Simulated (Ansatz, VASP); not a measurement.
**Two plane-wave programs on AlN**

POSCAR

```
AlN
1.0
    0.0000000000      2.0345180000      2.0345180000
    2.0345180000      0.0000000000      2.0345180000
    2.0345180000      2.0345180000      0.0000000000
Al N
1 1
Direct
    0.5000000000      0.5000000000      0.5000000000
    0.0000000000      0.0000000000      0.0000000000
```

Contents of INCAR.step1:

```
SYSTEM = AlN
  ALGO = Normal
  EDIFF = 1E-4
  ENCUT = 520
  GGA = PE
  ISMEAR = 0
  LASPH = .TRUE.
  LCHARG = .FALSE.
  LREAL = .FALSE.
  LWAVE = .TRUE.
  NBANDS = 11
  NELM = 100
  PREC = Accurate
  SIGMA = 0.1
```

File INCAR.step2:

```
SYSTEM = AlN
  ALGO = Normal
  EDIFF = 1E-6
  ENCUT = 520
  ISIF = 2
  ISMEAR = 0
  ISTART = 1
  LASPH = .TRUE.
  LCHARG = .FALSE.
  LMIXTAU = .TRUE.
  LREAL = .FALSE.
  LWAVE = .FALSE.
  METAGGA = R2SCAN
  NBANDS = 11
  NELM = 100
  PREC = Accurate
  SIGMA = 0.1
```

KPOINTS

```
k-points
0
G
  8 8 8
  0 0 0
```

Input for Ansatz:

```yaml
crystal:
  lattice:
    - [0.0, 2.034518, 2.034518]
    - [2.034518, 0.0, 2.034518]
    - [2.034518, 2.034518, 0.0]
  atoms:
    - { symbol: Al, position: [0.5, 0.5, 0.5] }
    - { symbol: "N", position: [0.0, 0.0, 0.0] }
basis:
  ecutwfc: 500
kpoints:
  mp_grid: { grid: [8, 8, 8] }
hamiltonian:
  xc: r2scan
scf:
  occupations: { method: gaussian, width: 0.1 }
output:
  forces: true
  stress: true
  eigenvalues: true
```

Measurements of this composition are mostly on another form, of space group No. 186.

Alike in both runs: task single point; functional r2SCAN; k mesh 8 × 8 × 8; occupations gaussian, width 0.1 eV; no spin polarisation.

|  | VASP | Ansatz |
| --- | --- | --- |
| version | VASP 6.6.1 | Ansatz 0.2.0 |
| potentials or method | VASP PAW PBE potentials, release 64 (Al, N) | scalar-relativistic, plane waves, PAW |
| plane-wave cutoff (eV) | 520 | 500 |
| valence electrons in the cell | 8 | 8 |

|  | VASP | Ansatz | Ansatz less VASP |
| --- | --- | --- | --- |
| gap on the k mesh at the Fermi level (eV) | 5.29 | 5.29 | -0.004 |
| least direct gap on the mesh (eV) | 6.23 | 6.19 | -0.046 |
| pressure (GPa) | -6.9 | -6.1 | +0.76 |

With one functional, cell and mesh, what is left measures potentials, basis and numerics.

Caveats: the PAW data sets were made with another functional, which shifts forces and pressure a little (VASP). r2SCAN opens gaps a little over a GGA but as a rule still falls short of measured ones. A k mesh can miss the band edges.
